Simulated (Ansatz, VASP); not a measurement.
Two plane-wave programs on Cu

File INCAR:

```
SYSTEM = Cu
ALGO = Fast
EDIFF = 1E-6
ENCUT = 520
GGA = PS
ISIF = 2
ISMEAR = 0
LASPH = .TRUE.
LCHARG = .FALSE.
LREAL = .FALSE.
LWAVE = .FALSE.
NBANDS = 12
NELM = 60
PREC = Accurate
SIGMA = 0.15
```

The input KPOINTS:

```
k-points
0
G
  22 22 22
  0 0 0
```

Contents of POSCAR:

```
Cu
1.0
    0.0000000000      1.9521000000      1.9521000000
    1.9521000000      0.0000000000      1.9521000000
    1.9521000000      1.9521000000      0.0000000000
Cu
1
Direct
    0.0000000000      0.0000000000      0.0000000000
```

Input for Ansatz:

```yaml
crystal:
  lattice:
    - [0.0, 1.9521, 1.9521]
    - [1.9521, 0.0, 1.9521]
    - [1.9521, 1.9521, 0.0]
  atoms:
    - { symbol: Cu, position: [0.0, 0.0, 0.0] }
basis:
  ecutwfc: 420
kpoints:
  mp_grid: { grid: [22, 22, 22] }
hamiltonian:
  xc: pbesol
scf:
  occupations: { method: gaussian, width: 0.15 }
output:
  forces: true
  stress: true
  eigenvalues: true
```

Change from the starting cell: strain +0.080 along x and y, +0.080 along z, atoms carried along.

Alike in both runs: task single point; functional PBEsol; k mesh 22 × 22 × 22; occupations gaussian, width 0.15 eV; no spin polarisation.

```csv
,VASP,Ansatz
version,VASP 6.6.1,Ansatz 0.2.0
potentials or method,"VASP PAW PBE potentials, release 64 (Cu)","scalar-relativistic, plane waves, PAW"
plane-wave cutoff (eV),520,420
valence electrons in the cell,11,19
```

```csv
,VASP,Ansatz,Ansatz less VASP
gap on the k mesh at the Fermi level (eV),none,none,-
pressure (GPa),-21.9,-23.1,-1.13
```

A gap of «none» marks a metal or a gap that the smearing closes. The functional is the same, so the differences come from potentials, cutoffs and numerics. The two sets of potentials don't hold the same shells in valence.

Caveats: so large a pressure means that the cell lies far from this level's equilibrium, or that cutoff or potentials fall short (VASP); the potentials were made for another functional, which shifts forces and pressure (VASP).
